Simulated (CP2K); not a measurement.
# AlN (P6_3mc) in CP2K: further runs

One crystal, AlN, is run at these levels: PBEsol, LDA, r2SCAN, TB-mBJ; tasks: band structure.

All numbers are computed with CP2K 2026.2; they aren't measurements. Logs are shortened: lines on timing, memory, paths and dates and some standing lists are left out, and cuts for length are marked.

**The experiment to reproduce.**

“Structural and optical properties of self-assembled AlN nanowires grown on SiO2/Si substrates by molecular beam epitaxy”, 2024, arxiv:2402.00216 quotes, for a bulk crystal of AlN at 0 K: band gap 6.0343 eV (an exciton energy, a little under the gap).

From “Self-assembly of well-separated AlN nanowires directly on sputtered metallic TiN films”, 2019, arxiv:1910.07391, for a bulk crystal of AlN at 10 K: band gap 6.034 eV (an exciton energy, a little under the gap).

The results are compared with them further down.

**1. The crystal as given**

Symmetry: P6_3mc, No. 186, hexagonal system. The conventional cell has a = 3.113 Å, b = 3.113 Å, c = 4.981 Å, α = 90.00°, β = 90.00°, γ = 120.00°. Al (site symmetry 3m) has 4 N at 1.89 Å as nearest neighbours. N (site symmetry 3m) has 4 Al at 1.89 Å as nearest neighbours.

**2. Band structure, PBEsol**

Input file aln_bands.inp:

```
&GLOBAL
  PROJECT aln_bands
  RUN_TYPE ENERGY_FORCE
  PRINT_LEVEL LOW
&END GLOBAL
&FORCE_EVAL
  METHOD QS
  STRESS_TENSOR ANALYTICAL
  &DFT
    BASIS_SET_FILE_NAME BASIS_MOLOPT_UZH
    POTENTIAL_FILE_NAME POTENTIAL_UZH
    &MGRID
      CUTOFF 450
      REL_CUTOFF 60
      NGRIDS 5
    &END MGRID
    &QS
      METHOD GPW
      EPS_DEFAULT 1.0E-10
    &END QS
    &KPOINTS
      SCHEME MONKHORST-PACK 10 10 6
      GAMMA_CENTERED T
      SYMMETRY T
      SYMMETRY_BACKEND SPGLIB
    &END KPOINTS
    &SCF
      SCF_GUESS ATOMIC
      EPS_SCF 1.0E-6
      MAX_SCF 100
      ADDED_MOS 14
      CHOLESKY OFF
      EPS_EIGVAL 1.0E-7
      &DIAGONALIZATION ON
        ALGORITHM STANDARD
      &END DIAGONALIZATION
      &MIXING ON
        METHOD BROYDEN_MIXING
        ALPHA 0.4
        BETA 1.5
        NBUFFER 8
      &END MIXING
      &SMEAR ON
        METHOD FERMI_DIRAC
        ELECTRONIC_TEMPERATURE [K] 580.226
      &END SMEAR
    &END SCF
    &XC
      &XC_FUNCTIONAL
        &GGA_X_PBE_SOL
        &END GGA_X_PBE_SOL
        &GGA_C_PBE_SOL
        &END GGA_C_PBE_SOL
      &END XC_FUNCTIONAL
    &END XC
    &PRINT
      &KPOINTS ON
      &END KPOINTS
      &MULLIKEN ON
      &END MULLIKEN
      &MO ON
        ENERGIES T
        OCCUPATION_NUMBERS T
        &EACH
          QS_SCF 0
        &END EACH
        ADD_LAST NUMERIC
      &END MO
      &BAND_STRUCTURE
        FILE_NAME bands.bs
        ADDED_MOS 4
        &KPOINT_SET
          UNITS B_VECTOR
          NPOINTS 10
          SPECIAL_POINT GAMMA 0.00000000 0.00000000 0.00000000
          SPECIAL_POINT M 0.50000000 0.00000000 0.00000000
          SPECIAL_POINT K 0.33333333 0.33333333 0.00000000
          SPECIAL_POINT GAMMA 0.00000000 0.00000000 0.00000000
          SPECIAL_POINT A 0.00000000 0.00000000 0.50000000
          SPECIAL_POINT L 0.50000000 0.00000000 0.50000000
          SPECIAL_POINT H 0.33333333 0.33333333 0.50000000
          SPECIAL_POINT A 0.00000000 0.00000000 0.50000000
        &END KPOINT_SET
        &KPOINT_SET
          UNITS B_VECTOR
          NPOINTS 10
          SPECIAL_POINT L 0.50000000 0.00000000 0.50000000
          SPECIAL_POINT M 0.50000000 0.00000000 0.00000000
        &END KPOINT_SET
        &KPOINT_SET
          UNITS B_VECTOR
          NPOINTS 10
          SPECIAL_POINT K 0.33333333 0.33333333 0.00000000
          SPECIAL_POINT H 0.33333333 0.33333333 0.50000000
        &END KPOINT_SET
      &END BAND_STRUCTURE
    &END PRINT
  &END DFT
  &SUBSYS
    &CELL
      ABC 3.1130000000 3.1130000000 4.9810000000
      ALPHA_BETA_GAMMA 90.0000000000 90.0000000000 119.9999999998
      PERIODIC XYZ
    &END CELL
    &COORD
      SCALED
      Al  0.6666666667 0.3333333333 0.5000000000
      Al  0.3333333333 0.6666666667 0.0000000000
      N   0.6666666667 0.3333333333 0.8800000000
      N   0.3333333333 0.6666666667 0.3800000000
    &END COORD
    &KIND Al
      BASIS_SET TZVP-MOLOPT-PBE-GTH-q3
      POTENTIAL GTH-PBE-q3
    &END KIND
    &KIND N
      BASIS_SET TZVP-MOLOPT-PBE-GTH-q5
      POTENTIAL GTH-PBE-q5
    &END KIND
    &PRINT
      &ATOMIC_COORDINATES ON
      &END ATOMIC_COORDINATES
      &CELL ON
      &END CELL
      &SYMMETRY ON
      &END SYMMETRY
    &END PRINT
  &END SUBSYS
  &PRINT
    &FORCES ON
    &END FORCES
    &STRESS_TENSOR ON
    &END STRESS_TENSOR
  &END PRINT
&END FORCE_EVAL
```

Potentials or basis: POTENTIAL_UZH Al GTH-PBE-q3, N GTH-PBE-q5; TZVP-MOLOPT-PBE-GTH basis.

Launch:

```console
> OMP_NUM_THREADS=1 mpirun -n 4 cp2k.psmp -i aln_bands.inp -o aln_bands.out
```

aln_bands.out:

```text

 CP2K| version string:                                       CP2K version 2026.2
 CP2K| Input file name                                             aln_bands.inp

 GLOBAL| Force Environment number                                              1
 GLOBAL| Basis set file name                                    BASIS_MOLOPT_UZH
 GLOBAL| Potential file name                                       POTENTIAL_UZH
 GLOBAL| MM Potential file name                                     MM_POTENTIAL
 GLOBAL| Coordinate file name                                      __STD_INPUT__
 GLOBAL| Method name                                                        CP2K
 GLOBAL| Project name                                                  aln_bands
 GLOBAL| Run type                                                   ENERGY_FORCE
 GLOBAL| FFT library                                                       FFTW3
 GLOBAL| Diagonalization library                                       ScaLAPACK
 GLOBAL| Cholesky decomposition library                                ScaLAPACK
 GLOBAL| DGEMM library                                                      BLAS
 GLOBAL| Direct generalized diagonalization requested                          F
 GLOBAL| Matrix multiplication library                                 ScaLAPACK
 GLOBAL| Global print level                                                  LOW
 GLOBAL| Total number of message passing processes                             4
 GLOBAL| Number of threads for this process                                    1
 GLOBAL| CPU model name                          AMD EPYC 7R43 64-Core Processor

 CELL| Volume [angstrom^3]:                                            41.802804
 CELL| Vector a [angstrom]:       3.113     0.000     0.000   |a| =     3.113000
 CELL| Vector b [angstrom]:      -1.556     2.696     0.000   |b| =     3.113000
 CELL| Vector c [angstrom]:       0.000     0.000     4.981   |c| =     4.981000
 CELL| Angle (b,c), alpha [degree]:                                    90.000000
 CELL| Angle (a,c), beta  [degree]:                                    90.000000
 CELL| Angle (a,b), gamma [degree]:                                   120.000000
 CELL| Numerically orthorhombic:                                              NO
 CELL| Periodicity                                                           XYZ

 CELL_REF| Volume [angstrom^3]:                                        41.802804
 CELL_REF| Vector a [angstrom     3.113     0.000     0.000   |a| =     3.113000
 CELL_REF| Vector b [angstrom    -1.556     2.696     0.000   |b| =     3.113000
 CELL_REF| Vector c [angstrom     0.000     0.000     4.981   |c| =     4.981000
 CELL_REF| Angle (b,c), alpha [degree]:                                90.000000
 CELL_REF| Angle (a,c), beta  [degree]:                                90.000000
 CELL_REF| Angle (a,b), gamma [degree]:                               120.000000
 CELL_REF| Numerically orthorhombic:                                          NO
 CELL_REF| Periodicity                                                       XYZ
[... 9 lines left out ...]
 TOTAL NUMBERS AND MAXIMUM NUMBERS

  Total number of            - Atomic kinds:                                   2
                             - Atoms:                                          4
                             - Shell sets:                                     4
                             - Shells:                                        28
                             - Primitive Cartesian functions:                 18
                             - Cartesian basis functions:                     72
                             - Spherical basis functions:                     68

  Maximum angular momentum of- Orbital basis functions:                        2
                             - Local part of the GTH pseudopotential:          2
                             - Non-local part of the GTH pseudopotential:      2

 MODULE QUICKSTEP: ATOMIC COORDINATES IN ANGSTROM

   Atom Kind Element         X             Y             Z       Z(eff)     Mass
      1    1 Al   13      1.556500      0.898646      2.490500   3.0000  26.9815
      2    1 Al   13     -0.000000      1.797291      0.000000   3.0000  26.9815
      3    2 N     7      1.556500      0.898646      4.383280   5.0000  14.0067
      4    2 N     7     -0.000000      1.797291      1.892780   5.0000  14.0067

 Crystal Symmetry Information
       International Symbol:                                              P6_3mc
       Point Group Symbol:                                                   6mm
       Schoenflies Symbol:                                                 C6v^4
       Number of Symmetry Operations:                                         12

 SCF PARAMETERS         Density guess:                                    ATOMIC
                        --------------------------------------------------------
                        max_scf:                                             100
[... 80 lines left out ...]
 Number of occupied orbitals:                                                  8
 Number of molecular orbitals:                                                22

 Number of orbital functions:                                                 68
 Number of independent orbital functions:                                     68

 SCF WAVEFUNCTION OPTIMIZATION

  Step     Update method      Time    Convergence         Total energy    Change
  ------------------------------------------------------------------------------
     1 NoMix/Diag. 0.40E+00    2.2     1.94028629       -24.4686884638 -2.45E+01
     2 Broy./Diag. 0.40E+00    2.0     0.10913761       -21.4899746650  2.98E+00
     3 Broy./Diag. 0.40E+00    2.0     0.09718694       -23.3903574842 -1.90E+00
     4 Broy./Diag. 0.40E+00    2.0     0.01399670       -24.1905368049 -8.00E-01
     5 Broy./Diag. 0.40E+00    1.9     0.00568221       -24.1522568307  3.83E-02
     6 Broy./Diag. 0.40E+00    2.0     0.00361221       -24.1791362368 -2.69E-02
     7 Broy./Diag. 0.40E+00    2.0     0.00102234       -24.1885491361 -9.41E-03
     8 Broy./Diag. 0.40E+00    2.0     0.00040242       -24.1868759845  1.67E-03
     9 Broy./Diag. 0.40E+00    2.0     0.00007145       -24.1882939636 -1.42E-03
    10 Broy./Diag. 0.40E+00    2.0     0.00005561       -24.1889181443 -6.24E-04
    11 Broy./Diag. 0.40E+00    2.0     0.00001300       -24.1888803787  3.78E-05
    12 Broy./Diag. 0.40E+00    2.0     0.00001008       -24.1889568192 -7.64E-05
    13 Broy./Diag. 0.40E+00    2.1     0.00000208       -24.1889446716  1.21E-05
    14 Broy./Diag. 0.40E+00    2.0     0.00000120       -24.1889388988  5.77E-06
    15 Broy./Diag. 0.40E+00    2.0     0.00000021       -24.1889396699 -7.71E-07

  *** SCF run converged in    15 steps ***

  Electronic density on regular grids:        -15.9999999993        0.0000000007
  Core density on regular grids:               15.9999999979       -0.0000000021
  Total charge density on r-space grids:       -0.0000000013
  Total charge density g-space grids:          -0.0000000013

  Overlap energy of the core charge distribution:               0.00000000058349
  Self energy of the core charge distribution:                -60.97857104327500
  Core Hamiltonian energy:                                     17.24148519719943
  Hartree energy:                                              26.37613711091629
  Exchange-correlation energy:                                 -6.82799093535314
  Electronic entropic energy:                                  -0.00000000000018
  Fermi energy:                                                 0.33073990217131

  Total energy:                                               -24.18893966992912
  Total energy (extrapolated to T->0):                        -24.18893966992903

 MO| EIGENVALUES AND OCCUPATION NUMBERS FOR K POINT 1
 MO|
 MO|  Index      Eigenvalue [a.u.]        Eigenvalue [eV]             Occupation
 MO|      1              -0.255402              -6.949829               2.000000
 MO|      2              -0.246583              -6.709859               2.000000
 MO|      3               0.019792               0.538570               2.000000
 MO|      4               0.037150               1.010890               2.000000
 MO|      5               0.088131               2.398170               2.000000
 MO|      6               0.122271               3.327165               2.000000
[... 391 lines left out ...]
 MO|     21               1.064246              28.959604               0.000000
 MO|     22               1.107810              30.145035               0.000000
 MO| Sum:                                                              16.000000
 MO| E(Fermi):            0.330740 a.u.          8.999890 eV
 MO| Band gap:            0.226911 a.u.          6.174569 eV

 !-----------------------------------------------------------------------------!
                     Mulliken Population Analysis

 #  Atom  Element  Kind  Atomic population                           Net charge
       1     Al       1          1.374655                              1.625345
       2     Al       1          1.374656                              1.625344
       3     N        2          6.625341                             -1.625341
       4     N        2          6.625348                             -1.625348
 # Total charge                             16.000000                 -0.000000

 !-----------------------------------------------------------------------------!

 KPOINTS| Band Structure Calculation
 KPOINTS| Number of k-point sets                                               3
 KPOINTS| Number of added MOs/bands                                            4
 KPOINTS| Number of k-points in set    1                                      71
 KPOINTS| In units of b-vector [2pi/Bohr]
 KPOINTS| Special point     1       GAMMA     0.000000     0.000000     0.000000
 KPOINTS| Special point     2           M     0.500000     0.000000     0.000000
 KPOINTS| Special point     3           K     0.333333     0.333333     0.000000
 KPOINTS| Special point     4       GAMMA     0.000000     0.000000     0.000000
 KPOINTS| Special point     5           A     0.000000     0.000000     0.500000
 KPOINTS| Special point     6           L     0.500000     0.000000     0.500000
 KPOINTS| Special point     7           H     0.333333     0.333333     0.500000
 KPOINTS| Special point     8           A     0.000000     0.000000     0.500000
 KPOINTS| Number of k-points in set    2                                      11
 KPOINTS| In units of b-vector [2pi/Bohr]
 KPOINTS| Special point     1           L     0.500000     0.000000     0.500000
 KPOINTS| Special point     2           M     0.500000     0.000000     0.000000
 KPOINTS| Number of k-points in set    3                                      11
 KPOINTS| In units of b-vector [2pi/Bohr]
 KPOINTS| Special point     1           K     0.333333     0.333333     0.000000
 KPOINTS| Special point     2           H     0.333333     0.333333     0.500000

 ENERGY| Total FORCE_EVAL ( QS ) energy [hartree]            -24.188939612428872

 FORCES| Atomic forces [hartree/bohr]
 FORCES|   Atom     x               y               z               |f|
 FORCES|      1  1.22079934E-08  9.65659495E-09 -2.85850550E-03   2.85850550E-03
 FORCES|      2 -1.24223911E-08  7.54449350E-08 -2.85860642E-03   2.85860642E-03
 FORCES|      3 -1.39513939E-06  7.65137475E-07  2.26534317E-03   2.26534373E-03
 FORCES|      4  1.39535741E-06 -8.50240272E-07  2.26535485E-03   2.26535544E-03
 FORCES| Sum     3.62118158E-12 -1.26703618E-12 -1.18641390E-03
 FORCES| Total atomic force                                       1.18641390E-03

 STRESS| Analytical stress tensor [bar]
 STRESS|                        x                   y                   z
 STRESS|      x        1.93586979797E+04  -3.00960886713E+00  -6.47295388827E-04
 STRESS|      y       -3.00960886713E+00   1.93566472429E+04   2.61621055486E-01
 STRESS|      z       -6.47295388827E-04   2.61621055486E-01   3.25672189570E+04
 STRESS| 1/3 Trace                                             2.37608547265E+04
 STRESS| Determinant                                           1.22035713127E+13

 STRESS| Eigenvectors and eigenvalues of the analytical stress tensor [bar]
 STRESS|                        1                   2                   3
 STRESS| Eigenvalues   1.93544931227E+04   1.93608520947E+04   3.25672189622E+04
 STRESS|      x           0.582024125496      0.813171517787     -0.000000053518
 STRESS|      y           0.813171517629     -0.582024125381      0.000019803928
 STRESS|      z          -0.000016072842      0.000011569884      0.999999999804
```

Run time: 36 s. Hardware: 4 MPI ranks of AMD EPYC 7R43 (Zen 3), shared host.

Results:

```
Free energy             : -658.2145 eV
Pressure                : 2.4 GPa
Band gap along the path : 4.12 eV, direct
Mulliken charges        : Al +1.63; N -1.63 e
```

Stress tensor (GPa, compression positive):
```
1.94 0.00 0.00
0.00 1.94 0.00
0.00 0.00 3.26
```

Levels at the corners of the path, in eV from the valence-band top:
```tsv
point	band 4	band 5	band 6	band 7	band 8	band 9	band 10	band 11	band 12	band 13
Γ	-0.85	-0.85	-0.18	-0.18	0.00	4.12	6.59	10.57	11.22	11.22
M	-4.20	-3.40	-2.10	-1.82	-0.66	5.70	5.70	8.20	10.26	10.97
K	-3.81	-3.81	-2.47	-2.43	-2.43	4.91	8.30	9.67	9.67	11.48
Γ	-0.85	-0.85	-0.18	-0.18	0.00	4.12	6.59	10.57	11.22	11.22
A	-3.38	-0.53	-0.53	-0.53	-0.53	6.38	6.38	10.31	10.31	11.47
L	-5.67	-1.46	-1.46	-1.38	-1.38	5.20	5.20	9.20	9.20	11.77
H	-4.89	-3.93	-3.93	-0.79	-0.79	7.34	7.34	7.76	7.76	11.83
A	-3.38	-0.53	-0.53	-0.53	-0.53	6.38	6.38	10.31	10.31	11.47
L	-5.67	-1.46	-1.46	-1.38	-1.38	5.20	5.20	9.20	9.20	11.77
M	-4.20	-3.40	-2.10	-1.82	-0.66	5.70	5.70	8.20	10.26	10.97
K	-3.81	-3.81	-2.47	-2.43	-2.43	4.91	8.30	9.67	9.67	11.48
H	-4.89	-3.93	-3.93	-0.79	-0.79	7.34	7.34	7.76	7.76	11.83
```

Caveat: Mulliken charges move with the basis; the potentials were made for another functional, which shifts forces and pressure; the basis of atomic orbitals isn't converged, which shifts pressures, moduli and gaps.

(Part 1 of 3 ends here.)
